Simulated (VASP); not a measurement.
TiO2: single point with PBE

The system is TiO2.

```xyz
6
Lattice="4.5998 0.0000 0.0000 0.0000 4.5998 0.0000 0.0000 0.0000 2.9592" Properties=species:S:1:pos:R:3 pbc="T T T"
Ti    0.0000    0.0000    1.4796
Ti    2.2999    2.2999    0.0000
O     1.3998    1.3998    1.4796
O     0.9001    3.6997    0.0000
O     3.6997    0.9001    0.0000
O     3.2000    3.2000    1.4796
```

The cell is a database's computed one.

```
Program             : VASP 6.6.1
Task                : single point
Functional          : PBE
Potentials or basis : VASP PAW PBE potentials, release 64 (Ti_sv, O)
Cutoff              : 520 eV
k mesh              : 6 × 6 × 9
Occupations         : gaussian, width 0.011 eV
Spin                : no spin polarisation
```

```yaml
Pressure: 5.0 GPa
Largest_force: 0.021 eV/Å
Band_gap_on_the_k_mesh: 1.84 eV, direct
```

Forces in eV/Å, atoms in the order of the input:
```
Ti   0.000  0.000  0.000
Ti   0.000  0.000  0.000
O   -0.015 -0.015  0.000
O    0.015 -0.015  0.000
O   -0.015  0.015  0.000
O    0.015  0.015  0.000
```

Stress tensor (GPa, compression positive):
```
5.14 0.00 0.00
0.00 5.14 0.00
0.00 0.00 4.62
```

Levels at points of the mesh, in eV from the valence-band top:
```
           k point  band 20  band 21  band 22  band 23  band 24  band 25  band 26  band 27  band 28  band 29
(0.00, 0.00, 0.00)    -1.99    -0.71    -0.46    -0.46     0.00     1.84     2.13     2.37     2.47     2.47
(0.50, 0.00, 0.00)    -3.06    -1.65    -1.65    -0.74    -0.74     2.50     2.50     3.00     3.00     3.53
(0.50, 0.50, 0.00)    -2.19    -1.31    -1.31    -1.08    -1.08     1.87     1.87     2.49     2.49     3.80
```

It took 98 s on 1 thread of Intel(R) Xeon(R) 6975P-C (Granite Rapids) (shared host), peak memory 0.22 GiB.

The gap isn't set beside the measured one, since this odd mesh misses points on the zone boundary.

Caveat: an odd mesh through Γ misses points on the zone boundary, where band edges often lie.
